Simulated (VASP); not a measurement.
# Se (P3_221) in VASP: notebook

One crystal, Se, is run at these levels: PBE; tasks: single point.

Everything below comes from runs of VASP 6.6.1. Logs are shortened: lines on timing, memory, paths and dates and some standing lists are left out, and cuts for length are marked.

### Step 1. The structure

The structure is trigonal, space group P3_221 (No. 154). The conventional cell has a = 4.355 Å, b = 4.355 Å, c = 4.949 Å, α = 90.00°, β = 90.00°, γ = 120.00°. Around Se (site symmetry 2) lie 2 Se at 2.32 Å.

### Step 2. Single point, PBE

INCAR

```
SYSTEM = Se
PREC     = Accurate       ! precision mode
ENCUT    = 600            ! plane-wave cutoff, eV
EDIFF    = 1E-6           ! SCF threshold, eV
ISMEAR   = 0              ! smearing method
SIGMA    = 0.05           ! smearing width, eV
LREAL    = .FALSE.        ! projectors in reciprocal space
LASPH    = .TRUE.         ! aspherical terms in the spheres
NELM     = 100            ! most SCF steps
ALGO     = Normal         ! electronic algorithm
ISIF     = 2              ! what is computed and relaxed
LWAVE    = .FALSE.        ! write WAVECAR
LCHARG   = .FALSE.        ! write CHGCAR
GGA      = PE             ! functional
NBANDS   = 16             ! bands
ADDGRID  = .FALSE.
```

KPOINTS

```
Automatic mesh
0
G
  9 9 7
  0 0 0
```

POSCAR

```
Se
1.0
    4.3551700000      0.0000000000      0.0000000000
   -2.1775850000      3.7716878578      0.0000000000
    0.0000000000      0.0000000000      4.9494500000
Se
3
Direct
    0.7830000000      0.7830000000      0.5000000000
    0.0000000000      0.2170000000      0.8333333333
    0.2170000000      0.0000000000      0.1666666667
```

Potentials or basis: VASP PAW PBE potentials, release 64 (Se).

On the command line:

```sh
cat potpaw_PBE.64/Se/POTCAR > POTCAR
mpirun -np 1 vasp_std > vasp.out
```

OUTCAR:

```text
SYSTEM = Se
   PREC = Accurate
   ENCUT = 600
   EDIFF = 1E-6
   ISMEAR = 0
   LREAL = .FALSE.
   LASPH = .TRUE.
   NELM = 100
   ISIF = 2
   GGA = PE

 Found     69 irreducible k-points:

 Following reciprocal coordinates:
            Coordinates               Weight
  0.000000  0.000000  0.000000      1.000000
  0.111111  0.000000  0.000000      6.000000
  0.222222  0.000000  0.000000      6.000000
  0.333333  0.000000  0.000000      6.000000
  0.444444  0.000000  0.000000      6.000000
  0.111111  0.111111  0.000000      6.000000
   k-points           NKPTS =     69   k-points in BZ     NKDIM =     69   number of bands    NBANDS=     16
   number of dos      NEDOS =    301   number of ions     NIONS =      3
   total plane-waves  NPLWV =  51840
   dimension x,y,z NGX =    36 NGY =   36 NGZ =   40
   dimension x,y,z NGXF=    72 NGYF=   72 NGZF=   80
   ions per type =               3
   NGX,Y,Z   is equivalent  to a cutoff of  13.74, 13.74, 13.44 a.u.
   NGXF,Y,Z  is equivalent  to a cutoff of  27.48, 27.48, 26.87 a.u.
 SYSTEM =  Se
   PREC   = accura    normal or accurate (medium, high low for compatibility)
   ISTART =      0    job   : 0-new  1-cont  2-samecut
   ICHARG =      2    charge: 1-file 2-atom 10-const
   ISPIN  =      1    spin polarized calculation?
   LNONCOLLINEAR =      F non collinear calculations
   LSORBIT =      F    spin-orbit coupling
   LASPH  =      T    aspherical Exc in radial PAW
   ENCUT  =  600.0 eV  44.10 Ry    6.64 a.u.   8.70  8.70  9.89*2*pi/ulx,y,z
   NELM   =    100;   NELMIN=  2; NELMDL= -5     # of ELM steps
   EDIFF  = 0.1E-05   stopping-criterion for ELM
[... 18 lines left out ...]
     AMIX     =   0.40;   BMIX     =  1.00
     AMIX_MAG =   1.60;   BMIX_MAG =  1.00
  volume/ion in A,a.u.               =      27.10       182.88
  Fermi-wavevector in a.u.,A,eV,Ry     =   0.990375  1.871538 13.345178  0.980843
  Thomas-Fermi vector in A             =   2.122041
   LORBIT       =      0    0 simple, 1 ext, 2 COOP (PROOUT), +10 PAW based schemes
   GGA     = PE    functional components
[... 5 lines left out ...]
 non-spin polarized calculation
 Gauss-broadening in eV      SIGMA  =   0.05
  energy-cutoff  :      600.00
  volume of cell :       81.30
 maximum number of plane-waves:      2738
 NGX is ok and might be reduce to    36
   NGX = 17   NGY = 17   NGZ = 19

 number of electron      17.9999999 magnetization

 Free energy of the ion-electron system (eV)
  ---------------------------------------------------
  ext. energy  EPLUGINS =         0.00000000
  ---------------------------------------------------
  free energy    TOTEN  =       -10.37127971 eV

  energy without entropy =      -10.37127971  energy(sigma->0) =      -10.37127971

 E-fermi :   3.0051     XC(G=0):  -8.8323

 val. band max:        2.7352267057   @ k =   0.4444   0.0000   0.4286
 cond. band min:       3.9333288684   @ k =   0.3333   0.3333   0.4286
 fundamental gap:      1.1981021627
 Fermi energy:         3.0050833361

 k-point     1 :       0.0000    0.0000    0.0000
  band No.  band energies     occupation
      1     -13.3915      2.00000
      2      -9.0795      2.00000
      3      -9.0795      2.00000
      4      -1.2333      2.00000
      5      -1.2333      2.00000
      6      -1.0293      2.00000
[... 8 lines left out ...]
     15       9.1485      0.00000
     16      11.1150      0.00000

 k-point     2 :       0.1111    0.0000    0.0000
  band No.  band energies     occupation
      1     -13.3473      2.00000
      2      -9.1179      2.00000
      3      -9.0726      2.00000
      4      -1.6542      2.00000
      5      -1.3908      2.00000
      6      -0.8620      2.00000
[... 8 lines left out ...]
     15       9.6204      0.00000
     16      11.0528      0.00000

 k-point     3 :       0.2222    0.0000    0.0000
  band No.  band energies     occupation
      1     -13.2291      2.00000
      2      -9.2283      2.00000
      3      -9.0549      2.00000
      4      -2.1613      2.00000
      5      -1.6771      2.00000
      6      -0.8355      2.00000
[... 8 lines left out ...]
     15      10.4695      0.00000
     16      11.2993      0.00000

 k-point     4 :       0.3333    0.0000    0.0000
  band No.  band energies     occupation
      1     -13.0814      2.00000
      2      -9.3792      2.00000
      3      -9.0342      2.00000
      4      -2.4842      2.00000
      5      -1.9230      2.00000
      6      -0.8379      2.00000
[... 8 lines left out ...]
     15      11.2722      0.00000
     16      12.1134      0.00000

 k-point     5 :       0.4444    0.0000    0.0000
  band No.  band energies     occupation
      1     -12.9754      2.00000
      2      -9.4941      2.00000
      3      -9.0205      2.00000
      4      -2.6136      2.00000
      5      -2.0640      2.00000
      6      -0.7371      2.00000
[... 8 lines left out ...]
     15      12.1183      0.00000
     16      12.6944      0.00000

 k-point     6 :       0.1111    0.1111    0.0000
  band No.  band energies     occupation
      1     -13.2660      2.00000
      2      -9.1857      2.00000
      3      -9.0675      2.00000
      4      -2.0071      2.00000
      5      -1.6719      2.00000
      6      -0.7683      2.00000
[... 8 lines left out ...]
     15      10.2092      0.00000
     16      11.0088      0.00000

 [... further k-points ...]

------------------------ aborting loop because EDIFF is reached ----------------------------------------

  FORCE on cell =-STRESS in cart. coord.  units (eV):
  Direction    XX          YY          ZZ          XY          YZ          ZX
  --------------------------------------------------------------------------------------
  -------------------------------------------------------------------------------------
  Total        2.4086339      2.4086339      3.8632515     -0.0000000      0.0000000      0.0000000
  in kB       47.4661041     47.4661041     76.1317411     -0.0000000      0.0000000      0.0000000
  external PRESSURE =      57.0213164 kB  Pullay stress =       0.0000000 kB

 VOLUME and BASIS-vectors are now :
 -----------------------------------------------------------------------------
  energy-cutoff  :      600.00
  volume of cell :       81.30
      direct lattice vectors                 reciprocal lattice vectors
     4.355170000  0.000000000  0.000000000     0.229612162  0.132566644  0.000000000
    -2.177585000  3.771687858  0.000000000     0.000000000  0.265133287  0.000000000
     0.000000000  0.000000000  4.949450000     0.000000000  0.000000000  0.202042651

 POSITION                                       TOTAL-FORCE (eV/Angst)
 -----------------------------------------------------------------------------------
      1.70505      2.95323      2.47472        -0.593854     -1.028585      0.000000
     -0.47254      0.81846      4.12454        -0.593854      1.028585      0.000000
      0.94507      0.00000      0.82491         1.187708     -0.000000     -0.000000
 -----------------------------------------------------------------------------------
    total drift:                                0.000000      0.000001      0.000000

  FREE ENERGIE OF THE ION-ELECTRON SYSTEM (eV)
  ---------------------------------------------------
  free  energy   TOTEN  =       -10.3712797088 eV

  energy  without entropy=      -10.3712797088  energy(sigma->0) =      -10.37127971
```

Wall time 30 s (1 thread of Intel Xeon 6975P-C (Granite Rapids), shared host); peak memory 0.26 GiB.

The run converged, but some of its settings lie outside the range that counts as converged, so its numbers aren't taken as properties of the crystal.

What came out:

```
Free energy            : -10.3713 eV
Pressure               : 5.7 GPa
Largest force          : 1.188 eV/Å
Band gap on the k mesh : 1.20 eV, indirect (least direct gap 1.29 eV)
```

Caveat: an odd mesh through Γ misses points on the zone boundary, where band edges often lie; forces of over 1 eV/Å show positions far from the minimum, so gaps and moduli don't describe the material at rest.

### Step 3. Single point, PBE

INCAR, as its differences from that of step 2:

```diff
@@ -2,3 +2,3 @@
 PREC     = Accurate       ! precision mode
-ENCUT    = 600            ! plane-wave cutoff, eV
+ENCUT    = 500            ! plane-wave cutoff, eV
 EDIFF    = 1E-6           ! SCF threshold, eV
```

KPOINTS

```
Automatic mesh
0
G
  10 10 8
  0 0 0
```

POSCAR is that of step 2.

Potentials or basis: VASP PAW PBE potentials, release 64 (Se).

On the command line:

```sh
cat potpaw_PBE.64/Se/POTCAR > POTCAR
mpirun -np 1 vasp_std > vasp.out
```

It took 27 s on 1 thread of Intel Xeon 6975P-C (Granite Rapids), shared host; peak memory 0.23 GiB.

These settings aren't checked as converged: the numbers below hold their error.

What came out:

```
Free energy            : -10.3709 eV
Pressure               : 5.7 GPa
Largest force          : 1.188 eV/Å
Band gap on the k mesh : 1.07 eV, indirect (least direct gap 1.26 eV)
```

Caveat: forces of over 1 eV/Å show positions far from the minimum, so gaps and moduli don't describe the material at rest.

### Step 4. Single point, PBE

INCAR, as its differences from that of step 3:

```diff
@@ -2,3 +2,3 @@
 PREC     = Accurate       ! precision mode
-ENCUT    = 500            ! plane-wave cutoff, eV
+ENCUT    = 600            ! plane-wave cutoff, eV
 EDIFF    = 1E-6           ! SCF threshold, eV
```

KPOINTS is that of step 3.

POSCAR is that of step 3.

Potentials or basis: VASP PAW PBE potentials, release 64 (Se).

On the command line:

```sh
cat potpaw_PBE.64/Se/POTCAR > POTCAR
mpirun -np 1 vasp_std > vasp.out
```

OUTCAR:

```text
SYSTEM = Se
   PREC = Accurate
   ENCUT = 600
   EDIFF = 1E-6
   ISMEAR = 0
   LREAL = .FALSE.
   LASPH = .TRUE.
   NELM = 100
   ISIF = 2
   GGA = PE

 Found     94 irreducible k-points:

 Following reciprocal coordinates:
            Coordinates               Weight
  0.000000  0.000000  0.000000      1.000000
  0.100000 -0.000000  0.000000      6.000000
  0.200000 -0.000000  0.000000      6.000000
  0.300000  0.000000  0.000000      6.000000
  0.400000  0.000000  0.000000      6.000000
  0.500000 -0.000000  0.000000      3.000000
   k-points           NKPTS =     94   k-points in BZ     NKDIM =     94   number of bands    NBANDS=     16
   number of dos      NEDOS =    301   number of ions     NIONS =      3
   total plane-waves  NPLWV =  51840
   dimension x,y,z NGX =    36 NGY =   36 NGZ =   40
   dimension x,y,z NGXF=    72 NGYF=   72 NGZF=   80
   ions per type =               3
   NGX,Y,Z   is equivalent  to a cutoff of  13.74, 13.74, 13.44 a.u.
   NGXF,Y,Z  is equivalent  to a cutoff of  27.48, 27.48, 26.87 a.u.
 SYSTEM =  Se
   PREC   = accura    normal or accurate (medium, high low for compatibility)
   ISTART =      0    job   : 0-new  1-cont  2-samecut
   ICHARG =      2    charge: 1-file 2-atom 10-const
   ISPIN  =      1    spin polarized calculation?
   LNONCOLLINEAR =      F non collinear calculations
   LSORBIT =      F    spin-orbit coupling
   LASPH  =      T    aspherical Exc in radial PAW
[... 58 lines left out ...]

 k-point     1 :       0.0000    0.0000    0.0000
  band No.  band energies     occupation
      1     -13.3915      2.00000
      2      -9.0795      2.00000
      3      -9.0795      2.00000
      4      -1.2333      2.00000
      5      -1.2333      2.00000
      6      -1.0293      2.00000
[... 91 lines left out ...]
      3      -9.0186      2.00000
      4      -2.6271      2.00000
      5      -2.0828      2.00000
      6      -0.6969      2.00000
[... 8 lines left out ...]
     15      12.4047      0.00000
     16      12.4677      0.00000

 [... further k-points ...]

------------------------ aborting loop because EDIFF is reached ----------------------------------------

  FORCE on cell =-STRESS in cart. coord.  units (eV):
  Direction    XX          YY          ZZ          XY          YZ          ZX
  --------------------------------------------------------------------------------------
  -------------------------------------------------------------------------------------
  Total        2.4081985      2.4081985      3.8641921     -0.0000000      0.0000000      0.0000000
  in kB       47.4575224     47.4575224     76.1502790     -0.0000000      0.0000000      0.0000000
  external PRESSURE =      57.0217746 kB  Pullay stress =       0.0000000 kB

 VOLUME and BASIS-vectors are now :
 -----------------------------------------------------------------------------
  energy-cutoff  :      600.00
  volume of cell :       81.30
      direct lattice vectors                 reciprocal lattice vectors
     4.355170000  0.000000000  0.000000000     0.229612162  0.132566644  0.000000000
    -2.177585000  3.771687858  0.000000000     0.000000000  0.265133287  0.000000000
     0.000000000  0.000000000  4.949450000     0.000000000  0.000000000  0.202042651

 POSITION                                       TOTAL-FORCE (eV/Angst)
 -----------------------------------------------------------------------------------
      1.70505      2.95323      2.47472        -0.593917     -1.028695     -0.000000
     -0.47254      0.81846      4.12454        -0.593917      1.028695     -0.000000
      0.94507      0.00000      0.82491         1.187834     -0.000000      0.000000
 -----------------------------------------------------------------------------------
    total drift:                                0.000000      0.000001      0.000000

  FREE ENERGIE OF THE ION-ELECTRON SYSTEM (eV)
  ---------------------------------------------------
  free  energy   TOTEN  =       -10.3712497647 eV

  energy  without entropy=      -10.3712497647  energy(sigma->0) =      -10.37124976
```

stdout:

```text
POSCAR found type information on POSCAR Se
 POSCAR found :  1 types and       3 ions
 scaLAPACK will be used
 LDA part: xc-table for (Slater+PW92), standard interpolation
 POSCAR, INCAR and KPOINTS ok, starting setup
 FFT: planning ... GRIDC
 FFT: planning ... GRID_SOFT
 FFT: planning ... GRID
 WAVECAR not read
 entering main loop
```

Run time: 39 s. Hardware: 1 thread of Intel Xeon 6975P-C (Granite Rapids), shared host; peak memory 0.28 GiB.

These settings aren't checked as converged: the numbers below hold their error.

Results:

```
Free energy            : -10.3712 eV
Pressure               : 5.7 GPa
Largest force          : 1.188 eV/Å
Band gap on the k mesh : 1.07 eV, indirect (least direct gap 1.26 eV)
```

Caveat: forces of over 1 eV/Å show positions far from the minimum, so gaps and moduli don't describe the material at rest.

### Step 5. Single point, PBE

INCAR, as its differences from that of step 4:

```diff
@@ -2,3 +2,3 @@
 PREC     = Accurate       ! precision mode
-ENCUT    = 600            ! plane-wave cutoff, eV
+ENCUT    = 900            ! plane-wave cutoff, eV
 EDIFF    = 1E-6           ! SCF threshold, eV
```

KPOINTS

```
Automatic mesh
0
G
  9 9 7
  0 0 0
```

POSCAR is that of step 4.

Potentials or basis: VASP PAW PBE potentials, release 64 (Se).

On the command line:

```sh
cat potpaw_PBE.64/Se/POTCAR > POTCAR
mpirun -np 1 vasp_std > vasp.out
```

OUTCAR:

```text
SYSTEM = Se
   PREC = Accurate
   ENCUT = 900
   EDIFF = 1E-6
   ISMEAR = 0
   LREAL = .FALSE.
   LASPH = .TRUE.
   NELM = 100
   ISIF = 2
   GGA = PE

 Found     69 irreducible k-points:

 Following reciprocal coordinates:
            Coordinates               Weight
  0.000000  0.000000  0.000000      1.000000
  0.111111  0.000000  0.000000      6.000000
  0.222222  0.000000  0.000000      6.000000
  0.333333  0.000000  0.000000      6.000000
  0.444444  0.000000  0.000000      6.000000
  0.111111  0.111111  0.000000      6.000000
[... 193 lines left out ...]
  FORCE on cell =-STRESS in cart. coord.  units (eV):
  Direction    XX          YY          ZZ          XY          YZ          ZX
  --------------------------------------------------------------------------------------
  -------------------------------------------------------------------------------------
  Total        2.4096408      2.4096408      3.8637627      0.0000000      0.0000000      0.0000000
  in kB       47.4859453     47.4859453     76.1418163      0.0000000      0.0000000      0.0000000
  external PRESSURE =      57.0379023 kB  Pullay stress =       0.0000000 kB

 VOLUME and BASIS-vectors are now :
 -----------------------------------------------------------------------------
  energy-cutoff  :      900.00
  volume of cell :       81.30
      direct lattice vectors                 reciprocal lattice vectors
     4.355170000  0.000000000  0.000000000     0.229612162  0.132566644  0.000000000
    -2.177585000  3.771687858  0.000000000     0.000000000  0.265133287  0.000000000
     0.000000000  0.000000000  4.949450000     0.000000000  0.000000000  0.202042651

 POSITION                                       TOTAL-FORCE (eV/Angst)
 -----------------------------------------------------------------------------------
      1.70505      2.95323      2.47472        -0.593406     -1.027810      0.000000
     -0.47254      0.81846      4.12454        -0.593406      1.027810     -0.000000
      0.94507      0.00000      0.82491         1.186813      0.000000      0.000000
 -----------------------------------------------------------------------------------
    total drift:                               -0.000000      0.000000      0.000000

  FREE ENERGIE OF THE ION-ELECTRON SYSTEM (eV)
  ---------------------------------------------------
  free  energy   TOTEN  =       -10.3715351697 eV

  energy  without entropy=      -10.3715351697  energy(sigma->0) =      -10.37153517
```

Wall time 72 s (1 thread of Intel Xeon 6975P-C (Granite Rapids), shared host); peak memory 0.41 GiB.

These settings aren't checked as converged: the numbers below hold their error.

What came out:

- Free energy: -10.3715 eV
- Pressure: 5.7 GPa
- Largest force: 1.187 eV/Å
- Band gap on the k mesh: 1.20 eV, indirect (least direct gap 1.29 eV)

Caveat: an odd mesh through Γ misses points on the zone boundary, where band edges often lie; forces of over 1 eV/Å show positions far from the minimum, so gaps and moduli don't describe the material at rest.
